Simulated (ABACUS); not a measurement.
**PbSe (Clausthalite) under changes of volume**

One of the cells (28.671 Å³/atom); the others are scaled copies at fixed shape and fractional positions:

```
Pb Se
1.0
     0.00000    3.06065    3.06065
     3.06065    0.00000    3.06065
     3.06065    3.06065    0.00000
Pb Se
1 1
Direct
  0.00000 0.00000 0.00000
  0.50000 0.50000 0.50000
```

```yaml
Program: ABACUS 3.10.1
Functional: PBEsol
Potentials_or_basis: PseudoDojo NC SR 0.4.1 PBEsol standard
Cutoff: 1184 eV
Density_cutoff: 4735 eV
Basis: plane waves
k_mesh: 8 × 8 × 8
Occupations: fermi-dirac, width 0.05 eV
Spin: no spin polarisation
```

```csv
volume (Å³/atom),energy over the lowest point (meV/atom),pressure (GPa),gap on the mesh (eV)
26.951,13.23,3.1,0.01
27.524,?,?,?
28.097,0.21,0.6,0.14
28.671,0.00,-0.5,0.21
29.244,3.47,-1.5,0.27
29.818,10.25,-2.3,0.33
30.391,20.01,-3.1,0.39
```

What does the run at 27.524 Å³/atom give?

Energy over the lowest point 4.49 meV/atom; pressure 1.8 GPa; gap on the mesh 0.07 eV.

Worked out: A Birch-Murnaghan fit of order 3 (a polynomial in V^(-2/3)) to the other rows has its minimum at 28.41 Å³/atom with B0 = V·E''(V) = 53 GPa and B' = 4.1. It gives 4.47 meV/atom at 27.524 Å³/atom, against the run's 4.49, and -dE/dV = 1.8 GPa, against 1.8.

Energies are extrapolated to zero smearing.

Caveats: spin-orbit coupling is left out, which as a rule narrows the gap of such compounds by several tenths of an eV.

A mesh can miss the band edges.
